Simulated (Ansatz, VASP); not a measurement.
Cu in VASP and in Ansatz

File INCAR:

```
ALGO = Fast ; EDIFF = 1E-7
ENCUT = 520 ; GGA = PE
ISIF = 2 ; ISMEAR = 0
LASPH = True ; LCHARG = False
LREAL = False ; LWAVE = False
NBANDS = 18 ; NELM = 100
PREC = Accurate ; SIGMA = 0.1
```

Contents of KPOINTS:

```
k-points
0
Gamma
  18 18 8
```

File POSCAR:

```
Cu
1.0
    2.5894920230      0.0000000000      0.0000000000
   -1.2947460115      2.2425658748      0.0000000000
    0.0000000000      0.0000000000      4.4492260621
Cu
2
Direct
    0.3333333300      0.6666666700      0.2864735344
    0.6666666700      0.3333333300      0.7135264656
```

Input for Ansatz:

```yaml
crystal:
  lattice:
    - [2.589492023, 0.0, 0.0]
    - [-1.2947460115, 2.2425658748, 0.0]
    - [0.0, 0.0, 4.4492260621]
  atoms:
    - { symbol: Cu, position: [0.33333333, 0.66666667, 0.2864735344] }
    - { symbol: Cu, position: [0.66666667, 0.33333333, 0.7135264656] }
basis:
  ecutwfc: 420
kpoints:
  mp_grid: { grid: [18, 18, 8] }
hamiltonian:
  xc: pbe
scf:
  occupations: { method: gaussian, width: 0.1 }
output:
  forces: true
  stress: true
  eigenvalues: true
```

Alike in both runs: task single point; functional PBE; k mesh 18 × 18 × 8; occupations gaussian, width 0.1 eV; no spin polarisation.

|  | VASP | Ansatz |
| --- | --- | --- |
| version | VASP 6.6.1 | Ansatz 0.2.0 |
| potentials or method | VASP PAW PBE potentials, release 64 (Cu) | scalar-relativistic, plane waves, PAW |
| plane-wave cutoff (eV) | 520 | 420 |
| valence electrons in the cell | 22 | 38 |

|  | VASP | Ansatz | Ansatz less VASP |
| --- | --- | --- | --- |
| gap on the k mesh at the Fermi level (eV) | none | none | - |
| pressure (GPa) | -1.0 | -1.6 | -0.58 |
| largest component of the traceless stress (GPa) | 0.37 | 0.41 | +0.034 |
| rms of the force components (eV/Å) | 0.864 | 0.859 | -0.0043 |

Atom by atom the forces differ by 0.004 eV/Å (rms over components). A gap of «none» marks a metal or a gap that the smearing closes. The functional is the same, so the differences come from potentials, cutoffs and numerics. The two sets of potentials don't hold the same shells in valence.

Caveats: forces of over 1 eV/Å show positions far from the minimum, so gaps and moduli don't describe the material at rest.
